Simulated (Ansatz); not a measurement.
**HfC: how well frozen cores do**

Does the method matter for HfC? The same cell, functional and mesh are run with all-electron LAPW, PAW on the default files and all-electron PAW on datasets made for the crystal.

Method: DFT PBE, scalar-relativistic, in Ansatz 0.2.0.

1 further run of the same task is left out (set aside as unsound or not needed).

## (1) The starting structure

The structure is cubic, space group Fm-3m (No. 225). The conventional cell has a = 4.651 Å, b = 4.651 Å, c = 4.651 Å, α = 90.00°, β = 90.00°, γ = 90.00°. Hf (site symmetry m-3m) is surrounded by 6 C at 2.33 Å. C (site symmetry m-3m) has 6 Hf at 2.33 Å as nearest neighbours.

Coordinates:

```
Hf C
1.0
     0.00000    2.32573    2.32573
     2.32573    0.00000    2.32573
     2.32573    2.32573    0.00000
Hf C
1 1
Direct
  0.00000 0.00000 0.00000
  0.50000 0.50000 0.50000
```

The cell was relaxed by PAW from a hypothetical start (rocksalt type); it needn't be the stable phase of this composition.

Atoms are numbered in the order of the input: Hf1, C2.

## (2) All-electron LAPW

Contents of input.yaml:

```yaml
crystal:
  lattice:
    - [0.0, 2.3257286588, 2.3257286588]
    - [2.3257286588, 0.0, 2.3257286588]
    - [2.3257286588, 2.3257286588, 0.0]
  atoms:
    - { symbol: Hf, position: [0.0, 0.0, 0.0] }
    - { symbol: C, position: [0.5, 0.5, 0.5] }
kpoints:
  mp_grid: { grid: [16, 16, 16] }
  band_path:
    path:
      - [0.0, 0.0, 0.0]
      - [0.5, 0.0, 0.5]
      - [0.625, 0.25, 0.625]
      - [0.375, 0.375, 0.75]
      - [0.0, 0.0, 0.0]
      - [0.5, 0.5, 0.5]
      - [0.5, 0.25, 0.75]
      - [0.5, 0.0, 0.5]
    npoints: 8
scf:
  occupations: { method: fermi_dirac, width: 0.05 }
hamiltonian:
  xc: pbe
  pseudopotentials: { kind: all_electron, lapw: { basis_error: 0.001 } }
output:
  forces: true
  stress: true
  eigenvalues: true
  populations: true
  dos: { projected: true, de: 0.2, e_range: [-14, 8] }
```

The log of the run:

```text
Hf: projections on atomic orbitals take those of the free atom 1s2 2s2 2p6 3s2 3p6 3d10 4s2 4p6 4d10 4f14 5s2 5p6 5d2 6s2, of charge +0.00 (hamiltonian.pseudopotentials.projection_atoms)
C: projections on atomic orbitals take those of the free atom 1s2 2s2 2p2, of charge +0.00 (hamiltonian.pseudopotentials.projection_atoms)
LAPW: plane waves up to 8.909 Å⁻¹, error target 1.0e-3 eV per atom; small_component_spin mean_spin; C in spheres of 0.957 Å, 6 of its electrons in bands, Dirac shells []; Hf in spheres of 1.369 Å, 42 of its electrons in bands, Dirac shells []
Engine: ansatz 0.2.0
Pseudopotentials: kind: all_electron
Pseudopotential: Hf, LAPW, valence charge 42, Koelling and Harmon's equation, gaussian nucleus
Pseudopotential: C, LAPW, valence charge 6, Koelling and Harmon's equation, gaussian nucleus
Functional definition: PBE
  parameter kappa = 0.804
  parameter beta = 0.06672455060314922
  exchange = pbe_x(kappa = kappa, mu = beta*pi^2/3)
  correlation = pbe_c(beta = beta)
Crystal: 2 atoms, lattice volume = 25.160 Å³
Basis set: ecut = 302.41806459855087 eV, 307 PW (Γ), exchange–correlation at level 2
Bands: 29, of which v1, the nominal top of the filled ones, is band 24 counted from 1 (23 counted from 0)
Symmetry: 48 space group operations
Space group: Fm-3m (ITA 225), of the structure as read, at distance tolerance 2.9e-5 Å
k-points: 145 of 4096
Non-local potential: Hf, projectors of the file, none
Non-local potential: C, projectors of the file, none
Initial density: superposition of atomic densities (chi_scale 0.1, normalization cell, long waves kept (reshape's long-wave potential 0.00 eV rms))
Initial wavefunctions: plane waves of lowest kinetic energy (no species holds an atomic orbital)
Functional: x = pbe(κ = 0.804, μ = 0.2195149727645171), c = pbe(β = 0.06672455060314922)
iter 1 solved again at ethr=1.24e-2 eV; its pass at ethr=1.00e-1 eV (dr2=5.94e0 eV) is discarded
SCF iter   1: F=—  HF=-411290.936816 eV  |F-HF|=—  |Δ(HF+E_count)|=         —  Δρ=1.29e-1  dr2=5.94e0  ethr=1.24e-2  ⟨swp⟩=2.0  Hψ=25114  notcnv=0
preconditioner: auto → Kerker (q_TF=auto, 3.038 Å⁻¹)  [metal: Δε(μ)=0.042 eV  Ē_g=18.101 eV  σ=0.050 eV  W_gap=0.21  n_scr=14 (ndim 8)  ℏωp=39.2 eV  f_vac=0.000  D(μ)=0.09/eV (n_scr^D=0)]
iter 2 solved again at ethr=5.65e-4 eV; its pass at ethr=1.24e-2 eV (dr2=2.71e-1 eV) is discarded
SCF iter   2: F=—  HF=-411288.976140 eV  |F-HF|=—  |Δ(HF+E_count)|=    1.96e0  Δρ=2.96e-2  dr2=2.71e-1  ethr=5.65e-4  ⟨swp⟩=2.0  Hψ=21385  notcnv=0
SCF iter   3: F=—  HF=-411288.975500 eV  |F-HF|=—  |Δ(HF+E_count)|=         —  Δρ=2.83e-2  dr2=2.93e-1  ethr=5.65e-4  ⟨swp⟩=2.0  Hψ=13144  notcnv=0
the basis was enlarged: its passes take 332.7 KiB over the memory plan, 1 of 1 planned eigensolver slots
SCF iter   4: F=—  HF=-411288.993286 eV  |F-HF|=—  |Δ(HF+E_count)|=   1.78e-2  Δρ=1.66e-2  dr2=1.04e-1  ethr=5.65e-4  ⟨swp⟩=2.0  Hψ=11792  notcnv=0
SCF iter   5: F=—  HF=-411288.945971 eV  |F-HF|=—  |Δ(HF+E_count)|=   4.73e-2  Δρ=3.95e-3  dr2=5.04e-3  ethr=2.16e-4  ⟨swp⟩=2.3  Hψ=12500  notcnv=0
SCF iter   6: F=—  HF=-411288.945043 eV  |F-HF|=—  |Δ(HF+E_count)|=   9.29e-4  Δρ=1.25e-3  dr2=5.75e-4  ethr=1.05e-5  ⟨swp⟩=2.0  Hψ=12615  notcnv=0
SCF iter   7: F=—  HF=-411288.944986 eV  |F-HF|=—  |Δ(HF+E_count)|=   5.65e-5  Δρ=4.88e-4  dr2=7.85e-5  ethr=1.20e-6  ⟨swp⟩=2.0  Hψ=12614  notcnv=0
SCF iter   8: F=—  HF=-411288.944990 eV  |F-HF|=—  |Δ(HF+E_count)|=   3.73e-6  Δρ=1.62e-4  dr2=8.63e-6  ethr=1.64e-7  ⟨swp⟩=2.0  Hψ=12614  notcnv=0
SCF iter   9: F=—  HF=-411288.944987 eV  |F-HF|=—  |Δ(HF+E_count)|=   3.06e-6  Δρ=5.04e-5  dr2=7.27e-7  ethr=1.80e-8  ⟨swp⟩=2.4  Hψ=12773  notcnv=0
SCF iter  10: F=-411288.944987 eV  HF=-411288.944987 eV  |F-HF|=2.07e-8  |Δ(HF+E_count)|=   1.55e-8  Δρ=1.29e-5  dr2=4.21e-8  ethr=1.52e-9  ⟨swp⟩=2.4  Hψ=12771  notcnv=0
SCF 1 converged in 10 iterations: F = -411288.944987 eV  dr2 = 4.21e-8
NSCF: frozen V_eff on 57 k-points
SCF converged after 10 iterations
Free energy (F): -411288.944987 eV
Harris-Foulkes:  -411288.944987 eV  (|F-HF|=2.07e-8)
Internal energy: -411288.941985 eV  (E = F + TS)
E sigma→0 (E₀):  -411288.943486 eV
Entropy (-TS):   -0.003002 eV (-1.501 meV/atom)
Fermi energy:    20.453473 eV
--- Per-component energies (eV) ---
  E_band       = -4280.556620
  E_kinetic    = 457513.766324
  E_xc         = -8563.337605
  E_electrostatic = -860239.370704  (all electrons and nuclei)
  E_smearing   = -0.003002  (= −TS)
  E_closure    = 0.000000  (closes the sum)
  E_atoms      = -411270.553854  (free atoms, spherical and without spin; not in F)
  Σ components = -411288.944987   (vs F -411288.944987, Δ=0.00e0)
  Basis errors (estimates in eV, not in F): energy 3.6e-4 per atom: plane waves 3.2e-4 (1.8e-4 summed), levels above the bands 3.0e-62, relativity 4.4e-8, radial functions 4.3e-5, core shells 1.1e-7; eigenvalues (radial functions only) 4.0e-6; not estimated: angular momenta, meshes, grids; target (lapw.basis_error) 1.0e-3; muffin-tin radii C 0.957 Å, Hf 1.369 Å
--- Forces (eV/Å), atoms counted from 1 ---
  atom   1  Hf    -0.00000000     0.00000000    -0.00000000
  atom   2  C      0.00000000    -0.00000000     0.00000000
  max |Σ_I F_I| component: 6.57e-30 eV/Å
--- Stress (GPa, compression-positive) ---
        0.055961      -0.000000       0.000000
       -0.000000       0.055961       0.000000
        0.000000       0.000000       0.055961
  P = ⅓ Tr σ = 0.0560 GPa (0.560 kbar)
--- Band table (eV; the first three rows and the last of 145) ---
  k-point 0: bands = ["-352.2037", "-352.2037", "-352.2037", "-244.0829", "-180.0760", "-180.0760", "-180.0760", "-180.0583", "-180.0583", "-40.6742", "-9.1267", "-9.1267", "-9.1267", "8.1345", "9.3594", "9.3682", "9.3682", "9.3682", "9.4485", "9.4485", "9.4485", "21.5067", "21.5067", "21.5067", "21.8200", "21.8200", "21.8200", "23.8170", "23.8170"]
  k-point 1: bands = ["-352.2037", "-352.2037", "-352.2037", "-244.0829", "-180.0760", "-180.0760", "-180.0760", "-180.0583", "-180.0583", "-40.6726", "-9.1541", "-9.1294", "-9.1294", "8.2299", "9.3608", "9.3705", "9.3705", "9.3705", "9.4463", "9.4463", "9.4485", "20.7356", "20.9771", "20.9771", "22.0486", "22.0486", "22.3437", "24.3190", "24.3190"]
  k-point 2: bands = ["-352.2037", "-352.2037", "-352.2037", "-244.0829", "-180.0760", "-180.0760", "-180.0760", "-180.0583", "-180.0583", "-40.6683", "-9.2314", "-9.1369", "-9.1369", "8.5036", "9.3649", "9.3771", "9.3771", "9.3819", "9.4403", "9.4403", "9.4488", "19.6749", "20.1674", "20.1674", "22.3848", "22.3848", "22.7697", "25.3861", "25.3861"]
  k-point 144: bands = ["-352.2037", "-352.2037", "-352.2037", "-244.0829", "-180.0760", "-180.0760", "-180.0760", "-180.0583", "-180.0583", "-40.6206", "-9.5405", "-9.5405", "-9.3707", "9.3502", "9.3917", "9.3969", "9.3969", "9.4173", "9.4238", "9.4238", "10.8478", "17.4756", "17.7276", "17.7276", "24.1183", "24.1183", "27.1729", "27.4980", "28.6749"]
--- Löwdin populations: 2 sites ---
  site symbol       q [e]
     0     Hf     71.2495
     1      C      6.7153
  spilling = 0.000452 (of n_electrons = 78.000000)
```

It took 30 s on 1 thread, shared host.

Result: pressure 0.06 GPa; no gap.

At the corners of the path (eV, zero at the Fermi level):

```
point  band 21  band 22  band 23  band 24  band 25  band 26  band 27
    Γ   -11.01     1.05     1.05     1.05     1.37     1.37     1.37
    X   -10.44    -2.62    -1.79    -0.07    -0.07     5.28     6.71
    U    -9.70    -3.51    -2.75    -1.64     1.58     5.76     6.14
    K    -9.70    -3.51    -2.75    -1.64     1.58     5.76     6.14
    Γ   -11.01     1.05     1.05     1.05     1.37     1.37     1.37
    L    -8.45    -6.15    -3.01    -3.01     5.28     5.28     5.74
    W    -9.61    -2.98    -2.73    -2.73     3.66     3.66     6.72
    X   -10.44    -2.62    -1.79    -0.07    -0.07     5.28     6.71
```

States per cell, counted by energy window (eV from the Fermi level, on a grid of 0.20 eV):

```
from  to  total  Hf 5d  C 2p  C 2s
 -10  -9   1.24   0.34  0.02  0.68
  -9  -8   0.21   0.03  0.00  0.15
  -8  -7   0.00   0.00  0.00  0.00
  -7  -6   0.00   0.00  0.00  0.00
  -6  -5   0.22   0.08  0.10  0.01
  -5  -4   0.75   0.26  0.37  0.03
  -4  -3   0.73   0.22  0.41  0.02
  -3  -2   2.69   1.10  1.47  0.03
  -2  -1   1.15   0.50  0.61  0.01
  -1   0   0.44   0.14  0.28  0.00
   0   1   0.29   0.13  0.16  0.00
   1   2   0.48   0.32  0.14  0.01
   2   3   0.65   0.46  0.15  0.01
   3   4   0.87   0.64  0.16  0.02
   4   5   1.17   0.92  0.17  0.02
```

## (3) PAW on the default files

input.yaml, as its differences from that of step 2:

```diff
@@ -25,3 +25,3 @@
   xc: pbe
-  pseudopotentials: { kind: all_electron, lapw: { basis_error: 0.001 } }
+  pseudopotentials: { kind: paw }
 output:
@@ -30,3 +30,5 @@
   eigenvalues: true
+  efg: { contact_densities: true }
   populations: true
+  bader: true
   dos: { projected: true, de: 0.2, e_range: [-14, 8] }
```

The log of the run, cut to the lines that bear on the results:

```text
Hf: output.efg is read without spin–orbit coupling, which moves field gradients at and beside such atoms by some per cent and up to a factor of two; PAW files take it under magnetization.noncollinear and magnetization.spin_orbit
[...]
Pseudopotentials: kind: paw
Pseudopotential: Hf, paw, valence charge 26, recommended cutoff 420 eV (normal)
Pseudopotential: C, paw, valence charge 4, recommended cutoff 420 eV (normal)
Functional definition: PBE
[...]
Crystal: 2 atoms, lattice volume = 25.160 Å³
Basis set: ecut = 420 eV, 531 PW (Γ), exchange–correlation on 48×48×48 points (8 copies of the dense FFT grid, shifted against one another)
Bands: 19, of which v1, the nominal top of the filled ones, is band 15 counted from 1 (14 counted from 0)
Symmetry: 48 space group operations
Space group: Fm-3m (ITA 225), of the structure as read, at distance tolerance 2.9e-5 Å
k-points: 145 of 4096
[...]
--- PAW observables at the nuclei: V_zz in 10²¹ V/m², potentials from the cell's mean, atoms counted from 1 ---
  atom   1  Hf V_zz =    +0.000000   η = 0.0000   by run symmetry: forbidden
            electrostatic potential = -14184.605041 V   contact ρ = 7528570.612976 e/Å³
  atom   2  C  V_zz =    -0.000000   η = 0.0000   by run symmetry: forbidden
            electrostatic potential = -427.544369 V   contact ρ = 869.111013 e/Å³
--- Band table (eV; the first three rows and the last of 145) ---
  k-point 0: bands = ["-41.0247", "-9.4796", "-9.4796", "-9.4796", "7.7822", "9.0122", "9.0209", "9.0209", "9.0209", "9.1013", "9.1013", "9.1013", "21.1496", "21.1496", "21.1496", "21.4697", "21.4697", "21.4697", "23.4672"]
[...]
--- Löwdin populations: 2 sites ---
  site symbol       q [e]
     0     Hf     25.2371
     1      C      4.7235
  spilling = 0.001313 (of n_electrons = 30.000000)
--- Bader charges: 2 sites ---
  site symbol  charge [e]  shift [e]
     0     Hf      1.9625     0.0001
     1      C     -1.9625     0.0001
  estimated error of the sums over rays = 8.2e-4 e
```

Wall time 15 s (1 thread, shared host).

Read from it: pressure 0.00 GPa; no gap.

```
atom  Bader charge (e)  basin volume (Å³)
 Hf1             +1.96              11.49
  C2             -1.96              13.67
```

## (4) All-electron PAW on datasets made for the crystal

input.yaml, as its differences from that of step 3:

```diff
@@ -25,3 +25,3 @@
   xc: pbe
-  pseudopotentials: { kind: paw }
+  pseudopotentials: { kind: all_electron, datasets: crystal }
 output:
@@ -31,4 +31 @@
   efg: { contact_densities: true }
-  populations: true
-  bader: true
-  dos: { projected: true, de: 0.2, e_range: [-14, 8] }
```

The log of the run, cut to the lines that bear on the results:

```text
[...]
Hf: output.efg is read without spin–orbit coupling, which moves field gradients at and beside such atoms by some per cent and up to a factor of two; PAW files take it under magnetization.noncollinear and magnetization.spin_orbit
[...]
Pseudopotentials: kind: all_electron
Pseudopotential: Hf, paw, valence charge 26, recommended cutoff 400 eV (normal), Koelling and Harmon's equation, gaussian nucleus
Pseudopotential: C, paw, valence charge 4, recommended cutoff 400 eV (normal), Koelling and Harmon's equation, gaussian nucleus
Functional definition: PBE
[...]
Crystal: 2 atoms, lattice volume = 25.160 Å³
Basis set: ecut = 400 eV, 459 PW (Γ), exchange–correlation on 48×48×48 points (8 copies of the dense FFT grid, shifted against one another)
Bands: 19, of which v1, the nominal top of the filled ones, is band 15 counted from 1 (14 counted from 0)
Symmetry: 48 space group operations
[...]
  atom   1  Hf    -0.00000000     0.00000000     0.00000000
  atom   2  C      0.00000000     0.00000000     0.00000000
[...]
--- Stress (GPa, compression-positive) ---
        0.053320       0.000000      -0.000000
        0.000000       0.053320      -0.000000
       -0.000000      -0.000000       0.053320
  P = ⅓ Tr σ = 0.0533 GPa (0.533 kbar)
--- PAW observables at the nuclei: V_zz in 10²¹ V/m², potentials from the cell's mean, atoms counted from 1 ---
  atom   1  Hf V_zz =    -0.000000   η = 0.0000   by run symmetry: forbidden
            electrostatic potential = -14184.580658 V   contact ρ = 7525165.853840 e/Å³
  atom   2  C  V_zz =    +0.000000   η = 0.0000   by run symmetry: forbidden
            electrostatic potential = -427.578464 V   contact ρ = 869.261210 e/Å³
--- Band table (eV; the first three rows and the last of 145) ---
  k-point 0: bands = ["-40.6742", "-9.1268", "-9.1268", "-9.1268", "8.1345", "9.3597", "9.3681", "9.3681", "9.3681", "9.4485", "9.4485", "9.4485", "21.5065", "21.5065", "21.5065", "21.8200", "21.8200"]
[...]
```

Wall time 23 s (1 thread, shared host).

Read from it: pressure 0.05 GPa; no gap.

```
atom  contact density (e/Å³)
 Hf1                 7525166
  C2                869.2612
```

## (5) Side by side

| method | pressure (GPa) | SCF cycles, all passes |
| --- | --- | --- |
| LAPW | 0.06 | 10 |
| PAW | 0.00 | 6 |
| crystal datasets | 0.05 | 10 |

## (6) Outcome

```
           quantity                                           value
           pressure  LAPW 0.06, PAW 0.00, crystal datasets 0.05 GPa
         gap (LAPW)                                            none
Bader charges (PAW)                           Hf1 +1.96, C2 -1.96 e
```

**Reading.** The pressure is within half a GPa of zero, so the volume is close to equilibrium at this level. There is no gap at this level; the crystal is a metal here. Within 0.3 eV of the Fermi level the largest projected share is C 2p (65 %). The projection holds only the free atom's occupied shells (Hf 6s, Hf 5p, Hf 5d, C 2s, C 2p in this range). PAW lies -0.05 GPa from LAPW in pressure. The price, with the outputs that each input asks for: 30 s for LAPW against 15 s for PAW, about 2.1 to one. Spin-orbit coupling is left out, though the cell holds Hf; in elements this heavy it can shift bands and gaps by tenths of an eV.
